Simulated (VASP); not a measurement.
Runs of VASP 6.6.1 on Mg2Si. The structure is cubic, space group Fm-3m (No. 225). Conventional cell: a = 6.340 Å, b = 6.340 Å, c = 6.340 Å, α = 90.00°, β = 90.00°, γ = 90.00°. Mg (site symmetry -43m) has 4 Si at 2.75 Å as nearest neighbours. Si (site symmetry m-3m) is surrounded by 8 Mg at 2.75 Å. The cell is a database's computed one.

| level | cutoff (eV) | gap on the mesh (eV) | pressure (GPa) | relaxed volume (Å³/atom) |
| --- | --- | --- | --- | --- |
| RPBE | 600 | (a) | 0.0 | 21.96 |
| PBEsol | 300 | 0.11 | 0.0 | 21.06 |
| PBE | 600 | (b) | 0.0 | 21.45 |
| PBEsol | 580 | 0.11 | 0.0 | 21.07 |
| PBEsol | 600 | 0.11 | 0.0 | 21.07 |

Alike in all rows: task relaxation of cell and atoms; potentials or basis VASP PAW PBE potentials, release 64 (Mg, Si); no spin polarisation; cell relaxed; k mesh 10 × 10 × 10; smearing gaussian 0.1 eV.

Estimate the missing entries.

(a) 0.28; (b) 0.21.

Caveats: the PAW data sets were made with another functional, which shifts forces and pressure a little (some runs); the cutoff is under 1.25 times the usual one of these potentials, so pressure, stress and relaxed cells hold a basis-set (Pulay) error (some runs).

A k mesh can miss the band edges.
